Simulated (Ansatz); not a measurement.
# Two-dimensional strain map in BN

Theory: Ansatz, DFT PBEsol, scalar-relativistic, plane waves, PAW. Settings: plane waves to 420 eV, k-mesh 12×12×6 (Γ-centred), Gaussian smearing 0.05 eV. No spin polarisation. Energies are free energies at this smearing, counted from the undisturbed cell; pressure is positive in compression.

Reference structure (as given, not relaxed at this level; it stands at -5.9 GPa; this wurtzite form isn't the usual structure):

```
CELL_PARAMETERS angstrom
2.55394 0.00000 0.00000
-1.27697 2.21178 0.00000
0.00000 0.00000 4.22685
ATOMIC_POSITIONS crystal
B 0.66667 0.33333 0.99972
B 0.33333 0.66667 0.49972
N 0.66667 0.33333 0.62528
N 0.33333 0.66667 0.12528
```

The cell is strained by p along both x and y and by q along z, fractional coordinates fixed. Points are written (p, q).

Energy above the undisturbed cell in meV/atom (a dash: not computed):

```
 p \ q  -0.080  -0.040  0.000  0.040  0.080
-0.080   440.0   315.0  273.5  294.5  362.3
-0.040   197.5    83.7   52.0   81.5  156.6
 0.000   127.4    23.5    0.0   36.3  116.9
 0.040   183.5    89.1   73.0  115.0  200.1
 0.080   329.9   245.1  236.1  283.4  372.3
```

Pressure in GPa:

| p \ q | -0.080 | -0.040 | 0.000 | 0.040 | 0.080 |
| --- | --- | --- | --- | --- | --- |
| -0.080 | 138.1 | 105.8 | 80.7 | 61.2 | 45.9 |
| -0.040 | 77.0 | 50.0 | 29.4 | 13.8 | 2.0 |
| 0.000 | 34.1 | 11.2 | -5.9 | -18.6 | -27.9 |
| 0.040 | 4.4 | -15.3 | -29.8 | -40.2 | -47.6 |
| 0.080 | -15.9 | -33.0 | -45.4 | -54.1 | -60.0 |

Gap on the k-mesh in eV:

```csv
p \ q,-0.080,-0.040,0.000,0.040,0.080
-0.080,4.43,4.34,4.25,4.15,3.47
-0.040,4.84,4.76,4.67,4.58,4.49
0.000,5.15,5.06,4.99,4.91,4.82
0.040,5.25,5.28,5.20,5.13,5.05
0.080,4.61,4.95,5.24,5.27,5.21
```

Cost: 25 runs of about 1.7 core-minutes in all, on Intel Xeon Processor @ 2.50GHz (Skylake/Cascade Lake) (shared hosts).